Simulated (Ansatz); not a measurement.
# TiO2: the cost of one run

Computed with Ansatz 0.2.0 (DFT PBE+U, scalar-relativistic, plane waves, PAW, unless a step's input says otherwise).

3 further runs of the same task are left out: 2 that didn't finish, 1 set aside as unsound or not needed.

### 1 Starting point

It takes space group I4_1/amd (No. 141, tetragonal). The conventional cell has a = 3.818 Å, b = 3.818 Å, c = 9.775 Å, α = 90.00°, β = 90.00°, γ = 90.00°. Ti (site symmetry -4m2) is surrounded by 6 O at 1.96 to 2.01 Å. O (site symmetry 2mm) has 3 Ti at 1.96 to 2.01 Å as nearest neighbours.

Coordinates:

```
CELL_PARAMETERS angstrom
-1.90900 1.90900 4.88756
1.90900 -1.90900 4.88756
1.90900 1.90900 -4.88756
ATOMIC_POSITIONS crystal
Ti 0.00000 0.00000 0.00000
Ti 0.75000 0.25000 0.50000
O 0.95530 0.45530 0.50000
O 0.20530 0.20530 0.00000
O 0.54470 0.04470 0.50000
O 0.79470 0.79470 0.00000
```

It goes back to an entry of the Materials Project.

It is the result of an earlier relaxation at this level (volume 11.87 Å³/atom; gap on the mesh: 2.65 eV).

### 2 Band edges over the zone of the host

File input.yaml:

```yaml
crystal:
  lattice:
    - [-1.9090003421, 1.9090003421, 4.8875564234]
    - [1.9090003421, -1.9090003421, 4.8875564234]
    - [1.9090003421, 1.9090003421, -4.8875564234]
  atoms:
    - { symbol: Ti, position: [0.0, 0.0, 0.0] }
    - { symbol: Ti, position: [0.75, 0.25, 0.5] }
    - { symbol: O, position: [0.955298175, 0.455298175, 0.5] }
    - { symbol: O, position: [0.205298175, 0.205298175, 0.0] }
    - { symbol: O, position: [0.544701825, 0.044701825, 0.5] }
    - { symbol: O, position: [0.794701825, 0.794701825, 0.0] }
basis:
  ecutwfc: 420
  xc_grid: 2
kpoints:
  mp_grid: { grid: [8, 8, 8] }
  band_path: { path: [VBM, CBM], npoints: 2 }
hamiltonian:
  xc: pbe
  hubbard: { sites: [{ species: Ti, l: d, u_eff: 4.0 }] }
scf:
  occupations: { method: gaussian, width: 0.01 }
output:
  forces: true
  stress: true
  eigenvalues: true
```

The run is started by

```sh
ansatz run input.yaml --threads 4 --pin off --max-ram 10240MiB --backend cpu --events-out ev --progress --plain --runs-dir out
```

Q: Estimate wall time and peak memory on 4 threads of Arm Neoverse V2, shared host.

About 5.2 s, with a peak of 0.51 GiB.
